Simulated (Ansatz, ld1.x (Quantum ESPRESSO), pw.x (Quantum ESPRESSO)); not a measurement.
# From atom to crystal: PAW potential for Mn (Z = 25)

```
Element                 : Mn
Generator               : ld1.x (Quantum ESPRESSO) 7.5
Type                    : PAW
Functional              : PBE
Relativity              : scalar-relativistic
Frozen core             : [Ne]
Valence charge          : 15
Reference configuration : 3s2 3p6 3d5 4s2 4p0
Partial waves           : 3s (bound): rcut 1.30, rcutus 1.65 bohr; 4s (bound): rcut 1.30, rcutus 1.65 bohr; 3p (bound): rcut 1.45, rcutus 1.85 bohr; 4p (bound, empty): rcut 1.45, rcutus 1.85 bohr; 3d (bound): rcut 1.65, rcutus 2.05 bohr; 3d channel at -0.2 Ry: rcut 1.65, rcutus 2.05 bohr
Local potential         : all-electron potential smoothed inside 1.75 bohr (lloc = -1)
Core correction         : a·sin(br)/r model core inside 1.25 bohr
Augmentation charge     : PSQ, inside the norm-conserving radii
```

Crystal test: bcc Mn in pw.x 7.5, no spin, 16³ k-points, Fermi–Dirac smearing 0.01 Ry, cutoffs 70/560 Ry. The reference is all-electron LAPW (Ansatz 0.2.0) with the same functional, mesh and smearing; V0 and B0 come from Birch–Murnaghan fits to the pressures at five volumes. Errors are pseudo minus all-electron; Δ is the rms difference of the E(V) curves that follow from these fits, minima aligned, over ±6 % about the mean V0. Mesh and smearing are coarse, so the numbers serve the comparison and aren't converged zero-temperature values; the lattice is a test structure that the element need not adopt. Spin polarisation and strong correlation are left out, which matters for this element.

All-electron: a0 = 2.787 Å (V0 = 10.82 Å³/atom), B0 = 273.1 GPa.

Question: How far does the potential miss the all-electron equation of state?

Answer: mean pressure error (GPa): -0.62; a0 (Å): 2.785; a0 error (%): -0.07; B0 error (%): -0.1; Δ (meV/atom): 1.5. Atomic configuration tests: test run stopped at test 3 of 7 (negative rho).

| V (Å³/atom) | P all-electron (GPa) | P pseudo (GPa) |
| --- | --- | --- |
| 10.270 | 16.05 | 15.27 |
| 10.540 | 7.62 | 6.93 |
| 10.810 | 0.27 | -0.35 |
| 11.080 | -6.15 | -6.69 |
| 11.351 | -11.73 | -12.21 |

Question: At the middle volume, how do free energy and pressure move when the wave cutoff is lowered (ecutrho held at 560 Ry)?

Answer:

```json
{"cutoff (Ry)": "32", "shift of F (meV/atom)": "+802.2", "shift of P (GPa)": "-39.19"}
{"cutoff (Ry)": "42", "shift of F (meV/atom)": "+58.2", "shift of P (GPa)": "-2.56"}
{"cutoff (Ry)": "56", "shift of F (meV/atom)": "+24.8", "shift of P (GPa)": "-1.71"}
```

The run at the middle volume (145 k-points, 10 iterations) took about 19 s on one core of a shared host (Neoverse-V2, 96 threads, 742 GiB, load 29).
